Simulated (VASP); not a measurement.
# KBr (I4/mmm) in VASP: further runs

The runs below take KBr through single point, with PBEsol.

Program: VASP 6.6.1. These are calculated values, not measurements. Logs are shortened: lines on timing, memory, paths and dates and some standing lists are left out, and cuts for length are marked.

**1. Starting point**

The structure is tetragonal, space group I4/mmm (No. 139). Conventional cell: a = 4.636 Å, b = 4.636 Å, c = 6.688 Å, α = 90.00°, β = 90.00°, γ = 90.00°. Around K (site symmetry 4/mmm) lie 6 Br at 3.28 to 3.34 Å. Br (site symmetry 4/mmm) is surrounded by 6 K at 3.28 to 3.34 Å.

**2. Single point, PBEsol**

Contents of INCAR:

```
SYSTEM = KBr
PREC = Accurate ; ENCUT = 520
EDIFF = 1E-6 ; ISMEAR = 0
SIGMA = 0.01 ; LREAL = .False.
LASPH = .True. ; NELM = 100
ALGO = Normal ; ISIF = 2
LWAVE = .False. ; LCHARG = .False.
GGA = PS ; NBANDS = 15
```

Contents of KPOINTS:

```
Automatic mesh
0
Gamma
  5 5 5
  0 0 0
```

Contents of POSCAR:

```
KBr
1.0
    0.0000000000      3.2782888451      3.3438546220
    3.2782888451      0.0000000000      3.3438546220
    3.2782888451      3.2782888451      0.0000000000
K Br
1 1
Direct
    0.0000000000      0.0000000000      0.0000000000
    0.5000000000      0.5000000000      0.5000000000
```

Potentials or basis: VASP PAW PBE potentials, release 64 (K_sv, Br).

On the command line:

```console
> cat potpaw_PBE.64/K_sv/POTCAR potpaw_PBE.64/Br/POTCAR > POTCAR
> mpirun -np 1 vasp_std > vasp.out
```

OUTCAR:

```text
SYSTEM = KBr
   PREC = Accurate
   ENCUT = 520
   EDIFF = 1E-6
   ISMEAR = 0
   LREAL = .False.
   LASPH = .True.
   NELM = 100
   ISIF = 2
   GGA = PS

 ion  position               nearest neighbor table
   1  0.000  0.000  0.000-   2 3.28   2 3.28   2 3.28   2 3.28
   2  0.500  0.500  0.500-   1 3.28   1 3.28   1 3.28   1 3.28

  LATTYP: Found a body centered tetragonal cell.
 ALAT       =     4.6362005461
 C/A-ratio  =     1.4424978336

  Lattice vectors:

 A1 = (  -3.2782888451,   0.0000000000,   3.3438546220)
 A2 = (   3.2782888451,   0.0000000000,   3.3438546220)
 A3 = (   0.0000000000,   3.2782888451,  -3.3438546220)

Analysis of symmetry for initial positions (statically):
=====================================================================
 Subroutine PRICEL returns:
 Original cell was already a primitive cell.

 Routine SETGRP: Setting up the symmetry group for a
 body centered tetragonal supercell.

 Subroutine GETGRP returns: Found 16 space group operations
 (whereof 16 operations were pure point group operations)
 out of a pool of 16 trial point group operations.

The static configuration has the point symmetry D_4h.

Analysis of symmetry for dynamics (positions and initial velocities):
=====================================================================
 Subroutine PRICEL returns:
 Original cell was already a primitive cell.

 Routine SETGRP: Setting up the symmetry group for a
 body centered tetragonal supercell.

 Subroutine GETGRP returns: Found 16 space group operations
 (whereof 16 operations were pure point group operations)
 out of a pool of 16 trial point group operations.

The dynamic configuration has the point symmetry D_4h.

 Subroutine INISYM returns: Found 16 space group operations
 (whereof 16 operations are pure point group operations),
 and found     1 'primitive' translations

----------------------------------------------------------------------------------------

                                     Primitive cell

  volume of cell :      71.8740

  direct lattice vectors                    reciprocal lattice vectors
     0.000000000  3.278288845  3.343854622    -0.152518592  0.152518592  0.149528032
     3.278288845  0.000000000  3.343854622     0.152518592 -0.152518592  0.149528032
     3.278288845  3.278288845  0.000000000     0.152518592  0.152518592 -0.149528032

  length of vectors
     4.682792061  4.682792061  4.636200546     0.262454709  0.262454709  0.262454709

  position of ions in fractional coordinates (direct lattice)
     0.000000000  0.000000000  0.000000000
     0.500000000  0.500000000  0.500000000

  ion indices of the primitive-cell ions
   primitive index   ion index
                 1           1
                 2           2

----------------------------------------------------------------------------------------

 KPOINTS: Automatic mesh

Automatic generation of k-mesh.
 Grid dimensions read from file:
 generate k-points for:    5    5    5

 Generating k-lattice:

  Cartesian coordinates                     Fractional coordinates (reciprocal lattice)
    -0.030503718  0.030503718  0.029905606     0.200000000  0.000000000  0.000000000
     0.030503718 -0.030503718  0.029905606     0.000000000  0.200000000  0.000000000
     0.030503718  0.030503718 -0.029905606    -0.000000000 -0.000000000  0.200000000

  Length of vectors
     0.052490942  0.052490942  0.052490942

  Shift w.r.t. Gamma in fractional coordinates (k-lattice)
     0.000000000  0.000000000  0.000000000

 Subroutine IBZKPT returns following result:
 ===========================================

 Found     18 irreducible k-points:

 Following reciprocal coordinates:
            Coordinates               Weight
  0.000000  0.000000  0.000000      1.000000
  0.200000 -0.000000  0.000000      8.000000
  0.400000 -0.000000  0.000000      8.000000
  0.200000  0.200000  0.000000      2.000000
  0.400000  0.200000  0.000000      8.000000
 -0.400000  0.200000  0.000000      8.000000
[... 10 lines left out ...]
 -0.400000  0.000000  0.400000      8.000000
 -0.400000  0.200000  0.400000      8.000000
   k-points           NKPTS =     18   k-points in BZ     NKDIM =     18   number of bands    NBANDS=     15
   number of dos      NEDOS =    301   number of ions     NIONS =      2
   total plane-waves  NPLWV =  46656
   dimension x,y,z NGX =    36 NGY =   36 NGZ =   36
   dimension x,y,z NGXF=    72 NGYF=   72 NGZF=   72
   ions per type =               1   1
   NGX,Y,Z   is equivalent  to a cutoff of  12.78, 12.78, 12.91 a.u.
   NGXF,Y,Z  is equivalent  to a cutoff of  25.56, 25.56, 25.82 a.u.
 SYSTEM =  KBr
   PREC   = accura    normal or accurate (medium, high low for compatibility)
   ISTART =      0    job   : 0-new  1-cont  2-samecut
   ICHARG =      2    charge: 1-file 2-atom 10-const
   ISPIN  =      1    spin polarized calculation?
   LNONCOLLINEAR =      F non collinear calculations
   LSORBIT =      F    spin-orbit coupling
   LASPH  =      T    aspherical Exc in radial PAW
   ENCUT  =  520.0 eV  38.22 Ry    6.18 a.u.   8.71  8.71  8.62*2*pi/ulx,y,z
   NELM   =    100;   NELMIN=  2; NELMDL= -5     # of ELM steps
   EDIFF  = 0.1E-05   stopping-criterion for ELM
   LREAL  =      F    real-space projection
   EDIFFG = 0.1E-04   stopping-criterion for IOM
   NSW    =      0    number of steps for IOM
   IBRION =     -1    ionic relax: 0-MD 1-quasi-New 2-CG
   NFREE  =      0    steps in history (QN), initial steepest desc. (CG)
   ISIF   =      2    stress and relaxation
   ISYM   =      2    0-nonsym 1-usesym 2-fastsym
   POTIM  = 0.5000    time-step for ionic-motion
   TEBEG  =    0.0;   TEEND  =   0.0 temperature during run
   PSTRESS=    0.0 pullay stress
   NELECT =      16.0000    total number of electrons
   NUPDOWN=      -1.0000    fix difference up-down
   EMIN   =  10.00;   EMAX   =-10.00  energy-range for DOS
   EFERMI =   0.00;   METHOD = LEGACY
   ISMEAR =     0;   SIGMA  =   0.01  broadening in eV -4-tet -1-fermi 0-gaus
   EFERMI_NEDOS =   21; number of points for ismear=-14 and -15
   IALGO  =     38    algorithm
   IMIX   =      4    mixing-type and parameters
     AMIX     =   0.40;   BMIX     =  1.00
     AMIX_MAG =   1.60;   BMIX_MAG =  1.00
  volume/ion in A,a.u.               =      35.94       242.51
  Fermi-wavevector in a.u.,A,eV,Ry     =   0.992181  1.874950 13.393889  0.984423
  Thomas-Fermi vector in A             =   2.123975
   LORBIT       =      0    0 simple, 1 ext, 2 COOP (PROOUT), +10 PAW based schemes
   GGA     = PS    functional components
   LHFCALC =     F    Hartree Fock is set to
   AEXX    =    0.0000 exact exchange contribution
   IVDW    =     0    specifies the selected vdW correction
   LEPSILON=     F    determine dielectric tensor
   LRPA    =     F    only Hartree local field effects (RPA)
 non-spin polarized calculation
 Gauss-broadening in eV      SIGMA  =   0.01
  energy-cutoff  :      520.00
  volume of cell :       71.87
 maximum number of plane-waves:      1962
   NGX = 17   NGY = 17   NGZ = 17

 number of electron      15.9999997 magnetization

 Free energy of the ion-electron system (eV)
  ---------------------------------------------------
  ext. energy  EPLUGINS =         0.00000000
  ---------------------------------------------------
  free energy    TOTEN  =        -6.45713194 eV

  energy without entropy =       -6.45713194  energy(sigma->0) =       -6.45713194

 E-fermi :  -1.6993     XC(G=0):  -7.5448

 val. band max:       -1.8232932166   @ k =   0.0000   0.0000   0.0000
 cond. band min:       2.4518243585   @ k =   0.0000   0.0000   0.0000
 fundamental gap:      4.2751175751
 Fermi energy:        -1.6993472330

 k-point     1 :       0.0000    0.0000    0.0000
  band No.  band energies     occupation
      1     -29.4379      2.00000
      2     -14.1331      2.00000
      3     -12.9810      2.00000
      4     -12.9810      2.00000
      5     -12.9804      2.00000
      6      -1.8322      2.00000
      7      -1.8233      2.00000
      8      -1.8233      2.00000
      9       2.4518      0.00000
     10       5.6194      0.00000
     11       5.7455      0.00000
     12       5.7455      0.00000
     13       6.4985      0.00000
     14       6.5849      0.00000
     15       9.5674      0.00000

 k-point     2 :       0.2000   -0.0000    0.0000
  band No.  band energies     occupation
      1     -29.4359      2.00000
      2     -14.1955      2.00000
      3     -12.9834      2.00000
      4     -12.9822      2.00000
      5     -12.8940      2.00000
      6      -2.3302      2.00000
      7      -1.9533      2.00000
      8      -1.9482      2.00000
      9       3.3530      0.00000
     10       5.5281      0.00000
     11       6.1323      0.00000
     12       6.2046      0.00000
     13       7.0048      0.00000
     14       7.1026      0.00000
     15      10.6648      0.00000

 k-point     3 :       0.4000   -0.0000    0.0000
  band No.  band energies     occupation
      1     -29.4326      2.00000
      2     -14.2822      2.00000
      3     -12.9879      2.00000
      4     -12.9841      2.00000
      5     -12.7667      2.00000
      6      -2.9448      2.00000
      7      -2.1386      2.00000
      8      -2.1356      2.00000
      9       4.4777      0.00000
     10       6.0675      0.00000
     11       7.3240      0.00000
     12       7.3829      0.00000
     13       8.0734      0.00000
     14       8.1982      0.00000
     15       9.2205      0.00000

 k-point     4 :       0.2000    0.2000    0.0000
  band No.  band energies     occupation
      1     -29.4354      2.00000
      2     -14.1655      2.00000
      3     -12.9930      2.00000
      4     -12.9930      2.00000
      5     -12.9187      2.00000
      6      -2.3968      2.00000
      7      -1.9348      2.00000
      8      -1.9348      2.00000
      9       3.5325      0.00000
     10       4.8365      0.00000
     11       6.6805      0.00000
     12       6.6805      0.00000
     13       6.8516      0.00000
     14       7.3159      0.00000
     15      10.4640      0.00000
[... 199 lines left out ...]
 k-point    16 :       0.4000    0.0000    0.4000
  band No.  band energies     occupation
      1     -29.4309      2.00000
      2     -14.0812      2.00000
      3     -13.0185      2.00000
      4     -13.0141      2.00000
      5     -13.0128      2.00000
      6      -2.6725      2.00000
      7      -2.1099      2.00000
      8      -2.0997      2.00000
      9       4.0276      0.00000
     10       5.0249      0.00000
     11       7.4008      0.00000
     12       7.4343      0.00000
     13       8.4894      0.00000
     14       8.6658      0.00000
     15       8.6896      0.00000

 k-point    17 :      -0.4000    0.0000    0.4000
  band No.  band energies     occupation
      1     -29.4302      2.00000
      2     -14.0958      2.00000
      3     -13.0657      2.00000
      4     -13.0113      2.00000
      5     -12.9493      2.00000
      6      -2.5728      2.00000
      7      -2.3797      2.00000
      8      -2.1572      2.00000
      9       4.4062      0.00000
     10       5.9123      0.00000
     11       6.7833      0.00000
     12       7.4486      0.00000
     13       7.9194      0.00000
     14       8.5328      0.00000
     15       9.5325      0.00000

 k-point    18 :      -0.4000    0.2000    0.4000
  band No.  band energies     occupation
      1     -29.4306      2.00000
      2     -14.1401      2.00000
      3     -13.0364      2.00000
      4     -13.0250      2.00000
      5     -12.8994      2.00000
      6      -2.6313      2.00000
      7      -2.3151      2.00000
      8      -2.2410      2.00000
      9       4.9981      0.00000
     10       5.5953      0.00000
     11       6.4958      0.00000
     12       7.5578      0.00000
     13       8.2786      0.00000
     14       8.5075      0.00000
     15       9.2799      0.00000

------------------------ aborting loop because EDIFF is reached ----------------------------------------

  FORCE on cell =-STRESS in cart. coord.  units (eV):
  Direction    XX          YY          ZZ          XY          YZ          ZX
  --------------------------------------------------------------------------------------
  -------------------------------------------------------------------------------------
  Total       -0.0364617     -0.0364617     -0.2797964      0.0000000      0.0000000      0.0000000
  in kB       -0.8127848     -0.8127848     -6.2370731      0.0000000      0.0000000      0.0000000
  external PRESSURE =      -2.6208809 kB  Pullay stress =       0.0000000 kB

 VOLUME and BASIS-vectors are now :
 -----------------------------------------------------------------------------
  energy-cutoff  :      520.00
  volume of cell :       71.87
      direct lattice vectors                 reciprocal lattice vectors
     0.000000000  3.278288845  3.343854622    -0.152518592  0.152518592  0.149528032
     3.278288845  0.000000000  3.343854622     0.152518592 -0.152518592  0.149528032
     3.278288845  3.278288845  0.000000000     0.152518592  0.152518592 -0.149528032

 POSITION                                       TOTAL-FORCE (eV/Angst)
 -----------------------------------------------------------------------------------
      0.00000      0.00000      0.00000        -0.000000      0.000000     -0.000000
      3.27829      3.27829      3.34385         0.000000     -0.000000      0.000000
 -----------------------------------------------------------------------------------
    total drift:                                0.000000      0.000000      0.000000

  FREE ENERGIE OF THE ION-ELECTRON SYSTEM (eV)
  ---------------------------------------------------
  free  energy   TOTEN  =        -6.4571319418 eV

  energy  without entropy=       -6.4571319418  energy(sigma->0) =       -6.45713194
```

It took 44 s on 1 thread of AMD EPYC 7R43 (Zen 3), shared host; peak memory 0.17 GiB.

What came out:

```
Free energy            : -6.4571 eV
Pressure               : -0.3 GPa
Band gap on the k mesh : 4.28 eV, direct
```

Caveat: the PAW data sets were made with another functional, which shifts forces and pressure a little. PBEsol gaps usually lie below the measured ones, often by a third to a half.

**3. Single point, PBEsol**

Contents of INCAR:

```
PREC = Accurate
ENCUT = 520
EDIFF = 1E-6
ISMEAR = 0
SIGMA = 0.01
LREAL = False
LASPH = True
NELM = 60
ALGO = Normal
ISIF = 2
LWAVE = False
LCHARG = False
GGA = PS
NBANDS = 15
```

Contents of KPOINTS:

```
Automatic mesh
0
Gamma
  5 5 5
```

Contents of POSCAR:

```
KBr
1.0
    0.0000000000      3.3452110976      3.2114026537
    3.3452110976      0.0000000000      3.2114026537
    3.3452110976      3.3452110976      0.0000000000
K Br
1 1
Direct
    0.0000000000      0.0000000000      0.0000000000
    0.5000000000      0.5000000000      0.5000000000
```

Potentials or basis: VASP PAW PBE potentials, release 64 (K_sv, Br).

On the command line:

```console
> cat potpaw_PBE.64/K_sv/POTCAR potpaw_PBE.64/Br/POTCAR > POTCAR
> mpirun -np 1 vasp_std > vasp.out
```

It took 34 s on 1 thread of AMD EPYC 7R43 (Zen 3), shared host; peak memory 0.17 GiB.

Results (log left out):

* Free energy: -6.4512 eV
* Pressure: -0.2 GPa
* Band gap on the k mesh: 4.26 eV, direct

Stress tensor (GPa, compression positive):
```
-0.63  0.00  0.00
 0.00 -0.63  0.00
 0.00  0.00  0.65
```

Levels at points of the mesh, in eV from the valence-band top:
```tsv
k point	band 5	band 6	band 7	band 8	band 9	band 10	band 11	band 12
(0.00, 0.00, 0.00)	-11.17	-0.02	-0.02	0.00	4.26	7.43	7.43	7.69
```

Caveat: the PAW data sets were made with another functional, which shifts forces and pressure a little. Expect the measured gap to be larger: semilocal functionals such as PBEsol lack the derivative discontinuity.

(Continued in part 2 of 2.)
